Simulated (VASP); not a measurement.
Write the native input for VASP 6.6.1 that does the following.

```
Task                   : single point
Functional             : PBE
Potentials or basis    : VASP PAW PBE potentials, release 64 (S)
Cutoff                 : 520 eV
k mesh                 : 9 × 9 × 22
Occupations            : gaussian, width 0.1 eV
Spin                   : no spin polarisation
Dipole correction      : no
Further INCAR settings : ALGO = Fast; EDIFF = 1e-07; NBANDS = 16
```

The structure of S lies in POSCAR:

```
S
1.0
    7.8839937602      0.0000000000      0.0000000000
   -3.9419968801      6.8277388796      0.0000000000
    0.0000000000      0.0000000000      2.1044320783
S
3
Direct
    0.0000000000      0.0000000000      0.0000000000
    0.3333333333      0.6666666667      0.5000000000
    0.6666666667      0.3333333333      0.5000000000
```

The cell was built by a generator and needn't be a form met in nature.

These files were run (other wordings do the same):

INCAR

```
SYSTEM = S
  PREC = Accurate
  ENCUT = 520
  EDIFF = 1E-7
  ISMEAR = 0
  SIGMA = 0.1
  LREAL = .FALSE.
  LASPH = .TRUE.
  NELM = 100
  ALGO = Fast
  ISIF = 2
  LWAVE = .FALSE.
  LCHARG = .FALSE.
  GGA = PE
  NBANDS = 16
```

KPOINTS

```
Automatic mesh
0
G
  9 9 22
  0 0 0
```

Potentials or basis: VASP PAW PBE potentials, release 64 (S).

The run is started by

```console
$ cat potpaw_PBE.64/S/POTCAR > POTCAR
$ mpirun -np 1 vasp_std > vasp.out
```

Results of the run:

| Quantity | Value |
| --- | --- |
| Pressure | -0.2 GPa |
| Band gap on the k mesh | none (metal or under the smearing width) |

It took 2.8 min on 1 thread of Intel(R) Xeon(R) Platinum 8259CL CPU @ 2.50GHz (Skylake/Cascade Lake), with other jobs on the host, peak memory 0.35 GiB.
